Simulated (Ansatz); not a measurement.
## Al (Fm-3m)

These are results of Ansatz, DFT r2SCAN, scalar-relativistic, plane waves, PAW, not measurements.

Cutoff 500 eV; k points 18×18×18 on the computed 1-atom cell (Γ-centred); Gaussian smearing, width 0.10 eV; no spin polarisation.

The structure is relaxed at this level of theory with its symmetry kept.

```yaml
crystal:
  lattice:
    - [0.00000, 1.99600, 1.99600]
    - [1.99600, 0.00000, 1.99600]
    - [1.99600, 1.99600, 0.00000]
  atoms:
    - { symbol: Al, position: [0.00000, 0.00000, 0.00000] }
```

(1) Formation energy from the elements' standard states (uncorrected)?

(2) Density of states at the Fermi level?

(3) Löwdin character within 0.5 eV of the Fermi level?

(4) Bulk modulus?

(5) Its pressure derivative?

(6) Bader charges (e)?

Results:

(1) +0.004 eV/atom.

(2) 0.34 states/eV per cell.

(3) Al 3p 65 %, Al 3s 29 %, unprojected 6 %.

(4) 92 GPa.

(5) 4.6.

(6) Al (1 in the cell) 0.00.